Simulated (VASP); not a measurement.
Input of a VASP 6.6.1 run:

INCAR

```
SYSTEM = NiO
ALGO     = Normal         ! electronic algorithm
EDIFF    = 1E-7           ! SCF threshold, eV
ENCUT    = 520            ! plane-wave cutoff, eV
ISIF     = 2              ! what is computed and relaxed
ISMEAR   = -1             ! smearing method
LASPH    = .True.         ! aspherical terms in the spheres
LCHARG   = .False.        ! write CHGCAR
LDAU     = .True.         ! DFT+U
LDAUJ    = 0 0          
LDAUL    = 2 -1           ! shell
LDAUPRINT= 1            
LDAUTYPE = 2            
LDAUU    = 6 0            ! U, eV
LMAXMIX  = 4              ! l up to which the mixer works
LREAL    = .False.        ! projectors in reciprocal space
LWAVE    = .False.        ! write WAVECAR
NELM     = 150            ! most SCF steps
PREC     = Accurate       ! precision mode
SIGMA    = 0.05           ! smearing width, eV
```

The input KPOINTS:

```
k-points
0
Gamma
  7 7 7
  0 0 0
```

POSCAR

```
NiO
1.0
    0.0000000000      2.5046153800      2.5046153800
    2.5046153800      0.0000000000      2.5046153800
    2.5046153800      2.5046153800      0.0000000000
Ni O
2 2
Direct
    0.0000000000      0.0000000000      0.0000000000
    0.5000000000      0.5000000000      0.5000000000
    0.2500000000      0.2500000000      0.2500000000
    0.7500000000      0.7500000000      0.7500000000
```

Potentials or basis: VASP PAW LDA potentials, release 64 (Ni, O).

Command:

```console
$ cat potpaw_LDA.64/Ni/POTCAR potpaw_LDA.64/O/POTCAR > POTCAR
$ mpirun -np 1 vasp_std > vasp.out
```

Problem. Estimate the band gap on the k mesh.

Solution. None (metal or under the smearing width).

Problem. Estimate the pressure.

Solution. -15.6 GPa.

Eigenvalues of the final occupation matrices:
| site | spin | trace | eigenvalues |
| --- | --- | --- | --- |
| site 1 d | 1 | 4.35 | 0.81 0.81 0.81 0.97 0.97 |
| site 1 d | 2 | 4.35 | 0.81 0.81 0.81 0.97 0.97 |
| site 2 d | 1 | 4.35 | 0.81 0.81 0.81 0.97 0.97 |
| site 2 d | 2 | 4.35 | 0.81 0.81 0.81 0.97 0.97 |

Caveat: the run has no spin polarisation, though such a crystal can be magnetic; U without spin polarisation on a metal has little footing. Spin polarisation is off, so any magnetic state and its effect on volume and gap are missing.
